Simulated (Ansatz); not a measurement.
# Debugging a many-body input for ZnSe (Stilleite)

A first try at the G0W0 gap of ZnSe (Stilleite), what the program said, and an input that works.

Method: G0W0 on PBE, plane waves, PAW, in Ansatz 0.2.0.

### 1. The structure

Symmetry: F-43m, No. 216, cubic system. Conventional cell: a = 5.668 Å, b = 5.668 Å, c = 5.668 Å, α = 90.00°, β = 90.00°, γ = 90.00°. Nearest to Zn lie 4 Se at 2.45 Å. Se has 4 Zn at 2.45 Å nearest. Farther neighbours and most contacts between anions are not listed.

The cell and positions come from the Crystallography Open Database and are kept as given unless a step says otherwise. The default PAW set here is soft_2. Its files were made with PBE.

### 2. First try

Contents of input.yaml:

```yaml
crystal:
  lattice:
    - [0.0, 2.8338, 2.8338]
    - [2.8338, 0.0, 2.8338]
    - [2.8338, 2.8338, 0.0]
  atoms:
    - { symbol: Zn, position: [0.0, 0.0, 0.0] }
    - { symbol: Se, position: [0.25, 0.25, 0.25] }
kpoints:
  mp_grid: { grid: [4, 4, 4] }
hamiltonian:
  xc: pbe
scf:
  occupations: { method: fixed }
gw:
  n_empty_bands: 48
  ecut_chi: 60
  qp_bands: [v2, c2]
  qp_kpoints: band_edges
  screening: { model: contour_deformation }
  plasmon_pole_fit_frequency: 20
```

Command:

```
$ ansatz run input.yaml --threads 3 --pin off --max-ram 92160MiB --backend cpu --events-out ev --progress --plain --runs-dir out
```

Numbers of over 12 decimals in the logs are rounded to 6 here.

Output:

```text
Error: inconsistent input (gw.plasmon_pole_fit_frequency, gw.screening.model): the fit frequency is the Godby–Needs plasmon-pole model's, and contour deformation fits no pole — remove gw.plasmon_pole_fit_frequency, or set gw.screening.model: godby_needs
```

It took 0.07 s on 3 threads of AMD EPYC 7R13 (Zen 3), shared host; peak memory 0.038 GiB.

Q: What is the fault?

The input was rejected at the start.

The program's message: “Error: inconsistent input (gw.plasmon_pole_fit_frequency, gw.screening.model): the fit frequency is the Godby–Needs plasmon-pole model's, and contour deformation fits no pole — remove gw.plasmon_pole_ …”

The fault: fit frequency beside contour deformation. Contour deformation fits no pole, so the key has no meaning there.

### 3. A better input

Now the one-shot GW correction: screening in the RPA, then the self-energy of the levels asked for.

Edit input.yaml of step 2 so:

```diff
@@ -9,3 +9,3 @@
 kpoints:
-  mp_grid: { grid: [4, 4, 4] }
+  mp_grid: { grid: [6, 6, 6] }
 hamiltonian:
@@ -20,2 +20 @@
   screening: { model: contour_deformation }
-  plasmon_pole_fit_frequency: 20
```

Command:

```
$ ansatz run input.yaml --threads 3 --pin off --max-ram 92160MiB --backend cuda --events-out ev --progress --plain --runs-dir out --devices 1 --max-vram 13GiB
```

Output:

```text
GPUs: using 1 of 1 available (devices: 1).
[...]
device memory: the entry about to start is reckoned to put 0.5 GiB on a device that reports 28.7 GiB free (of which the cap on the GPU budget leaves the run 13.0 GiB)
GPU FFT provider: cuFFT
GPU libraries: cuBLAS 13.8.2, cuFFT 12.4.0, cuSOLVER 12.3.4
Crystal: 2 atoms, lattice volume = 45.513 Å³
Basis set: ecut = 420 eV, 893 PW (Γ)
Bands: 18, of which v1, the nominal top of the filled ones, is band 14 counted from 1 (13 counted from 0)
Symmetry: 24 space group operations
[...]
k-points: 16 of 216 (time reversal used)
[...]
GPU buffer pool allocated for 19683 grid points (all kernels)
GPU transforms: local potential and band sums: pruned to the plane-wave sphere, on 25×27×27
[...]
SCF iter   1: F=—  HF=-8789.521160 eV  |F-HF|=—  |Δ(HF+E_count)|=         —  Δρ=6.61e-4  dr2=2.74e-4  ethr=1.77e-3  ⟨swp⟩=5.0  Hψ=1330  notcnv=0  defer=28
[...]
0    13      6.7818   -21.7965     2.4099   -18.8736  0.7678     6.2623     6.2690  root
     0    14      6.7818   -21.7965     2.4099   -18.8736  0.7678     6.2623     6.2690  root
     0    15      8.0685    -9.7759    -3.3768   -13.7972  0.7925     8.7235     8.7131  root
     0    16     12.5901    -6.9764    -4.1542   -11.6525  0.7734    13.1199    13.1118  root
     1    13      6.5293   -21.3417     2.4458   -18.3668  0.7661     5.9929     6.0002  root
     1    14      6.5293   -21.3417     2.4458   -18.3668  0.7661     5.9929     6.0002  root
     1    15      9.3310    -9.9834    -3.4403   -14.0644  0.7857     9.9826     9.9717  root
     1    16     12.6562    -7.6830    -4.1101   -12.2972  0.7712    13.1684    13.1603  root
[...]
12    13      4.5963   -18.3312     2.8095   -14.9114  0.7466     3.9737     3.9861  root
    12    14      4.5963   -18.3312     2.8095   -14.9114  0.7466     3.9737     3.9861  root
    12    15      9.7689    -7.0735    -3.4549   -10.6427  0.7956     9.8834     9.8831  root
    12    16     10.2461    -8.9882    -3.6034   -13.0504  0.7859    10.7102    10.7050  root
[key lines of the parts left out:]
SCF converged after 6 iterations
Free energy (F): -8789.521109 eV
Fermi energy:    6.781841 eV
```

Wall time 10 s (1 × NVIDIA H100 80GB HBM3 (shared by 6 runs) with 3 threads); peak memory 1 GiB.

In the SCF lines HF is the Harris–Foulkes energy and dr2 the Hartree energy of the density residual, in eV; the loop may stop once dr2 is under the threshold and the program's other checks hold. Hψ counts applications of the Hamiltonian.

Numbers from this step:

| Property | Result |
| --- | --- |
| bands summed | 62 |
| RPA ε∞ on this mesh (eigenvalues) | 8.505, 8.505, 8.505 |
| plane waves in the screening matrix | 59 |
| q-points in the mesh | 216 |
| G0W0 gap on the mesh | 2.444 eV |
| k of the valence top | 0, 0, 0 |
| k of the conduction bottom | 0, 0, 0 |
| starting gap on the mesh | 1.287 eV |
| Z at the valence top | 0.7678 |
| Z at the conduction bottom | 0.7925 |
| least direct G0W0 gap on the computed points | 2.444 eV |

The gap on the mesh goes from 1.29 eV to 2.44 eV, a correction of +1.16 eV. Between the two edge states, bare exchange in place of the xc potential would open the gap by 6.94 eV, and correlation takes back 5.79 eV.

### 4. Outcome

```json
{"first try": "refused after 0.07 s", "better run": "G0W0 gap on the mesh 2.44 eV (6×6×6 mesh, 48 empty bands, screening to 60 eV)"}
```

In words: The second run differs in: mesh and plasmon pole fit frequency. Bands and cutoff are finite, so the gap is not at the basis limit. The miss can reach some tenths of an eV and take either sign; the mesh is an error of its own. The many-body steps are scalar-relativistic: spin-orbit coupling is not in them.

[Paths, hosts, dates, memory and timing lines, banners, echoed tables and standing remarks are left out of the program output.]

[Logs are printed without paths, hosts, clocks, repeated set-up lines and the standing remarks that a program may print on its own settings, such as how far it seeks lower states.]

[Runs of the session that timed out or met a known fault of the program may be left out.]

[Cells called generated may have been cut or substituted from an entry of the Crystallography Open Database or the Materials Project.]

[Hosts, paths, dates, database ids (printed as entryN), source tags and the programs' standing remarks are cut or masked in the printed files.]
